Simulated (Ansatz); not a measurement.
Runs of Ansatz 0.2.0 on La2O3. It takes space group P-62m (No. 189, hexagonal). The conventional cell has a = 6.267 Å, b = 6.267 Å, c = 3.300 Å, α = 90.00°, β = 90.00°, γ = 120.00°. Around La (site symmetry -6) lie 6 O at 2.45 Å. O (site symmetry m2m) is surrounded by 4 La at 2.45 Å. The cell comes from a database or a generator and needn't be the stable form of this composition.

```tsv
task	level	cell	k mesh	cutoff (eV)	points for each segment of the path	gap on the mesh (eV)	pressure (GPa)	relaxed volume (Å³/atom)	largest force (eV/Å)
band structure	HSE06	as given	4 × 4 × 6	420	4	2.76	-	-	0.06
relaxation of cell and atoms	r2SCAN	relaxed	5 × 5 × 8	500	-	1.92	0.0	22.93	-
band structure	r2SCAN	as given	5 × 5 × 8	500	14	1.85	1.4	-	0.05
relaxation of cell and atoms	LDA	relaxed	5 × 5 × 8	420	-	1.20	0.0	21.89	-
band structure	LDA	as given	5 × 5 × 8	420	14	1.39	(a)	-	0.07
band structure	PBE0	as given	4 × 4 × 6	420	4	(b)	-	-	0.06
```

Alike in all rows: potentials or basis Ansatz PAW; no spin polarisation; smearing fermi-dirac 0.05 eV.

Problem. Fill in the values left out.

Solution. (a) -3.3; (b) 3.51.

Caveats: spin-orbit coupling is left out, which moves the levels of the heavy elements; the PAW data sets come from PBE, with cores solved anew for the run's functional, which leaves a small shift of forces and pressure; the magnetic or orbital state may not be the lowest (some runs); odd divisions of the mesh miss points on the zone boundary, where band edges often lie, so the gap on the mesh can be too wide (some runs); the plane-wave basis is chosen anew once the cell has moved, so the energies of steps on either side of that aren't comparable (some runs).

A k mesh can miss the band edges, and the runs leave out spin-orbit coupling on La.

Not every run made on this cell is shown here.
